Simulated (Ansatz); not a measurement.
Sb2Se3 in the tetradymite structure, relaxed with r2SCAN+rVV10. It is trigonal, R-3m (No. 166); a = 4.026 Å, c = 28.991 Å in the conventional setting, 27.14 Å³ an atom. Around Sb lie 6 Se at 2.79–2.99 Å; around Se lie 3 Sb at 2.79 Å; around Se lie 6 Sb at 2.99 Å.

```cif
data_structure
_symmetry_space_group_name_H-M 'R-3m:H'
_symmetry_Int_Tables_number 166
_cell_length_a 4.0264
_cell_length_b 4.0264
_cell_length_c 28.9915
_cell_angle_alpha 90.000
_cell_angle_beta 90.000
_cell_angle_gamma 120.000
_cell_volume 407.03
loop_
_atom_site_label
_atom_site_type_symbol
_atom_site_symmetry_multiplicity
_atom_site_Wyckoff_symbol
_atom_site_fract_x
_atom_site_fract_y
_atom_site_fract_z
_atom_site_occupancy
Sb1 Sb 6 c 0.66667 0.33333 0.73135 1
Se1 Se 6 c 0.33333 0.66667 0.88195 1
Se2 Se 3 a 0.00000 0.00000 0.00000 1
```

The questions ask for values computed with Ansatz 0.2.0 on this geometry. The calculation is non-magnetic, and the structure need not be a phase that has been made.

(1) Is there a gap with PBE, and of what kind?

(2) Estimate the gap with LDA on 8×8×8.

(3) What does PBE+SOC give for the gap (8×8×8 mesh)?

(4) What does r2SCAN give for the gap (8×8×8 mesh)?

(5) What does PBE0 give for the gap (4×4×4 mesh)?

Answers

(1) PBE gives a gap of zero: filled and empty bands touch at Γ.

(2) With LDA the gap is 0.08 eV and direct, at Γ.

(3) With PBE+SOC the gap is 0.10 eV and direct, at Γ.

(4) r2SCAN gives a direct gap of 0.17 eV at Γ.

(5) PBE0 gives a direct gap of 0.78 eV at Γ.

Only the levels marked +SOC include spin-orbit coupling.

Gaps or overlaps of about a tenth of an eV are at the limit of these meshes: between the points read a gap can be smaller or closed.

Gaps under 0.1 eV (LDA, PBE+SOC) can't be told from a closed one: the bands may be in normal order or already inverted, which a gap's size doesn't show.
